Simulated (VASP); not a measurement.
# VASP 6.6.1 run: Si

INCAR

```
LASPH = .TRUE.
NBANDS = 11
LREAL = .FALSE.
ALGO = Normal
METAGGA = R2SCAN
NSW = 0
ISIF = 2
SIGMA = 0.01
MAGMOM = 0.5 0.5
ISPIN = 2
ISMEAR = 0
ENCUT = 520
LWAVE = .FALSE.
EDIFF = 0.001
LCHARG = .FALSE.
NELM = 120
IBRION = -1
PREC = Accurate
```

KPOINTS

```
KPOINTS created by Atomic Simulation Environment
0
Gamma
8 8 8
0 0 0
```

POSCAR

```
Si
 1.0000000000000000
     0.0000000000000000    2.7493400846000000    2.7493400846000000
     2.7493400846000000    0.0000000000000000    2.7493400846000000
     2.7493400846000000    2.7493400846000000    0.0000000000000000
 Si
   2
Cartesian
  0.0000000000000000  0.0000000000000000  0.0000000000000000
  1.3746700423000000  1.3746700423000000  1.3746700423000000
```

The recommended PBE PAW datasets give the neutral cell 8 valence electrons.

Command

```
mpirun -np 1 vasp_std
```

Predict the outcome of this run.

It converged. Results: pressure -2.9 GPa; magnetic moment of the cell 0.00 μB.

OSZICAR

```
N       E                     dE             d eps       ncg     rms          rms(c)
DAV:   1    -0.165430474101E+01   -0.16543E+01   -0.30268E+03  1276   0.535E+02
DAV:   2    -0.179938262025E+02   -0.16340E+02   -0.15775E+02  1718   0.856E+01
DAV:   3    -0.185069861034E+02   -0.51316E+00   -0.51142E+00  1639   0.125E+01
DAV:   4    -0.185107438009E+02   -0.37577E-02   -0.37572E-02  1502   0.137E+00
DAV:   5    -0.185107814630E+02   -0.37662E-04   -0.37662E-04  1560   0.129E-01    0.612E+00
DAV:   6    -0.175135856025E+02    0.99720E+00   -0.13555E-01  1436   0.219E+00    0.398E+00
DAV:   7    -0.174708739586E+02    0.42712E-01   -0.13504E-01  1401   0.190E+00    0.161E+00
DAV:   8    -0.175334660274E+02   -0.62592E-01   -0.22732E-02  1396   0.980E-01    0.582E-01
DAV:   9    -0.175346006638E+02   -0.11346E-02   -0.16852E-03  1328   0.241E-01    0.219E-01
DAV:  10    -0.175345331916E+02    0.67472E-04   -0.25973E-03  1334   0.279E-01
   1 F= -.17534533E+02 E0= -.17534533E+02  d E =-.788719E-48  mag=    -0.0005
```

For comparison, a separate r²SCAN run of the intended cell, on usual settings and not on those above, gives a gap of 0.87 eV on its mesh and a pressure of -2.9 GPa.
